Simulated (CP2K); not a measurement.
The system is SiO2.

```
Si O
1.0
     7.03049    0.00000    0.00000
    -1.41822    6.88596    0.00000
    -0.53951   -5.29035    4.59879
Si O
4 8
Direct
  0.26034 0.84494 0.41540
  0.07045 0.15506 0.91540
  0.73966 0.15506 0.58460
  0.92955 0.84494 0.08460
  0.50000 0.00000 0.50000
  0.00000 0.00000 0.00000
  0.79318 0.00000 0.29318
  0.20682 0.50000 0.20682
  0.20682 0.00000 0.70682
  0.79318 0.50000 0.79318
  0.86931 0.11931 0.75000
  0.13069 0.88069 0.25000
```

The cell comes from a database or a generator and needn't be the stable form of this composition.

Base run:

* Program: CP2K 2026.2
* Functional: r2SCAN
* Dispersion: rVV10
* Potentials or basis: POTENTIAL_UZH Si GTH-SCAN-q4, O GTH-SCAN-q6; DZVP-MOLOPT-SCAN-GTH basis
* Density cutoff: 11565 eV
* k mesh: 5 × 5 × 5
* Occupations: fermi-dirac, width 0.05 eV
* Spin: no spin polarisation

Its results: band gap on the k mesh 7.29 eV, indirect (least direct gap 7.31 eV); pressure -0.4 GPa; largest force 0.114 eV/Å.

Problem. The run is repeated on the same cell with these changes: dispersion from rVV10 to D3(BJ). What comes out?

Solution. Band gap on the k mesh 7.35 eV, direct; pressure -0.6 GPa; largest force 0.105 eV/Å.

Caveats: an odd mesh through Γ misses points on the zone boundary, where band edges often lie; the basis of atomic orbitals isn't converged, which shifts pressures, moduli and gaps.

Not every run made on this cell is shown here.
